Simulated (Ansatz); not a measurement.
Ga: all-electron results

```xyz
2
Lattice="1.3830 -4.0265 0.0000 1.3830 4.0265 0.0000 -0.1174 0.0000 3.3299" Properties=species:S:1:pos:R:3 pbc="T T T"
Ga    1.3536   -2.9716    0.8325
Ga    1.2949    2.9716    2.4974
```

Atom numbers follow the list: Ga1, Ga2.

The structure is an experimental refinement, used without relaxation.

Level of theory: DFT, PBEsol, all-electron LAPW, scalar-relativistic (Ansatz 0.2.0).

Settings: a Γ-centred 14×14×11 k mesh, Fermi–Dirac smearing of 0.03 eV, basis error target 0.5 meV/atom, no spin polarisation.

* Band gap: none: bands cross the Fermi level, a metal
* Pressure at this cell: -18.5 kbar
* Largest force: 0.0071 Ry/bohr on Ga1
* Volume per atom: 18.54 Å³

Problem. Predict this quantity. Density of states at the Fermi level (0.2 eV bin).

Solution. 0.66 states/eV per cell.

Problem. Give the computed value. Stress xx, yy, zz (compression positive).

Solution. -1.88, -1.78, -1.88 GPa.
